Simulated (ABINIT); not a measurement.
Runs of ABINIT 10.8.3 (patched build) on InP. It takes space group F-43m (No. 216, cubic). Conventional cell: a = 5.861 Å, b = 5.861 Å, c = 5.861 Å, α = 90.00°, β = 90.00°, γ = 90.00°. Around In (site symmetry -43m) lie 4 P at 2.54 Å. Around P (site symmetry -43m) lie 4 In at 2.54 Å. 

| potentials or basis | cutoff (eV) | fine-grid cutoff | gap on the mesh (eV) | pressure (GPa) |
| --- | --- | --- | --- | --- |
| JTH PAW PBE v2.0 | 707 | 1306.15 eV | (c) | 1.4 |
| SG15 NC PBE v1.2 | 1143 | - | 0.76 | (a) |
| Ansatz PAW PBE default generated set, frozen core | 490 | 979.61 eV | 1.15 | 1.6 |
| Ansatz NC r2SCAN | 1469 | - | 1.16 | 1.6 |
| PseudoDojo NC SR PBE v0.4.1 standard | 1143 | - | (b) | 0.9 |

Alike in all rows: task single point; level r2SCAN; no spin polarisation; cell as given; k mesh 8 × 8 × 8; smearing fermi-dirac 0.05 eV.

Task: Estimate the missing entries.

Result: (a) 0.3; (b) 0.80; (c) 1.13.

Caveats: spin-orbit coupling is left out, which moves the levels of the heavy elements; the PAW data sets were made with another functional, which shifts forces and pressure a little (some runs); the potentials were made for another functional, which shifts forces and pressure (some runs); the atomic spheres overlap (some runs); a meta-GGA on potentials with a model core is unreliable (some runs).

A k mesh can miss the band edges, and the runs leave out spin-orbit coupling on In.
